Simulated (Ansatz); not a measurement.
A run of Ansatz 0.2.0 is set up as follows.

The input input.yaml:

```yaml
crystal:
  lattice:
    - [0.0, 2.9305, 2.9305]
    - [2.9305, 0.0, 2.9305]
    - [2.9305, 2.9305, 0.0]
  atoms:
    - { symbol: In, position: [0.0, 0.0, 0.0] }
    - { symbol: P, position: [0.75, 0.75, 0.75] }
hamiltonian:
  xc: pbe
  pseudopotentials: { kind: paw }
kpoints:
  mp_grid: { grid: [8, 8, 8] }
scf:
  occupations: { method: gaussian, width: 0.029 }
output:
  forces: true
  stress: true
  eigenvalues: true
```

Potentials or basis: Ansatz PAW.

Run with:

```bash
$ ansatz run input.yaml --threads 2 --pin off --max-ram 5632MiB --backend cpu --events-out ev --progress --plain --runs-dir out
```

Question: Predict the band gap on the k mesh.

Answer: 0.72 eV, direct.

Question: Estimate the pressure.

Answer: 3.3 GPa.

Caveat: spin-orbit coupling is left out, which moves the levels of the heavy elements.

**Experimental background.**

From a printed reference work, data compilation, for a bulk crystal of InP at 1.6 K: band gap 1.4236 eV (direct).

Measured gap of InP: 1.4236 eV (direct; 1.6 K; a printed reference work, data compilation). This calculation gives 0.72 eV (-0.71 eV). Spin-orbit coupling on In is left out. The value is that of PBE, without temperature or zero-point motion. Semilocal functionals fall short of measured gaps as a rule.
